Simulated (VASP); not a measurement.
A run of VASP 6.6.1 is set up as follows.

INCAR

```
  ALGO = Fast
  EDIFF = 1E-6
  ENCUT = 520
  GGA = PE
  ISIF = 2
  ISMEAR = 1
  IVDW = 13
  LASPH = True
  LCHARG = False
  LREAL = False
  LWAVE = False
  NBANDS = 17
  NELM = 100
  PREC = Accurate
  SIGMA = 0.05
```

The input KPOINTS:

```
k-points
0
Gamma
  5 5 5
```

Contents of POSCAR:

```
Sr
1.0
    0.0000000000      3.0423500000      3.0423500000
    3.0423500000      0.0000000000      3.0423500000
    7.2255812500      6.0847000000      1.1408812500
Sr
2
Direct
    0.0000000000      0.0000000000      0.0000000000
    0.0000000000     -0.1875000000      0.5000000000
```

Potentials or basis: VASP PAW PBE potentials, release 64 (Sr_sv).

Run with:

```bash
$ cat potpaw_PBE.64/Sr_sv/POTCAR > POTCAR
$ mpirun -np 1 vasp_std > vasp.out
```

Task: Estimate the band gap on the k mesh.

Result: None (metal or under the smearing width).

Task: Estimate the pressure.

Result: -0.6 GPa.

Forces in eV/Å, atoms in the order of the input:
```
Sr  -0.034  0.270 -0.098
Sr   0.034 -0.270  0.098
```

Caveat: the k mesh is coarse (spacing up to 0.39 Å⁻¹), so the values aren't converged; pairwise dispersion overbinds metals, which lowers pressure and volume.
